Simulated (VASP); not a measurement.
TiC: single point with PBEsol

The system is TiC.

```
Ti C
1.0
     0.00000    2.16572    2.16572
     2.16572    0.00000    2.16572
     2.16572    2.16572    0.00000
Ti C
1 1
Direct
  0.00000 0.00000 0.00000
  0.50000 0.50000 0.50000
```

The cell is a database's computed one.

| Item | Value |
| --- | --- |
| Program | VASP 6.6.1 |
| Task | single point |
| Functional | PBEsol |
| Potentials or basis | VASP PAW PBE potentials, release 64 (Ti_sv, C) |
| Cutoff | 520 eV |
| k mesh | 11 × 11 × 11 |
| Occupations | gaussian, width 0.02 eV |
| Spin | no spin polarisation |

The pressure is -6.4 GPa and the band gap on the k mesh is none (metal or under the smearing width).

Levels at points of the mesh, in eV from the Fermi level:
```
           k point  band 6  band 7  band 8  band 9  band 10  band 11
(0.00, 0.00, 0.00)    0.53    0.53    0.53    1.57     1.57     1.57
```

Run time: 26 s on 1 thread of Intel(R) Xeon(R) Platinum 8559C (Emerald Rapids), on a shared host, peak memory 0.14 GiB.

Caveat: the PAW data sets were made with another functional, which shifts forces and pressure a little.
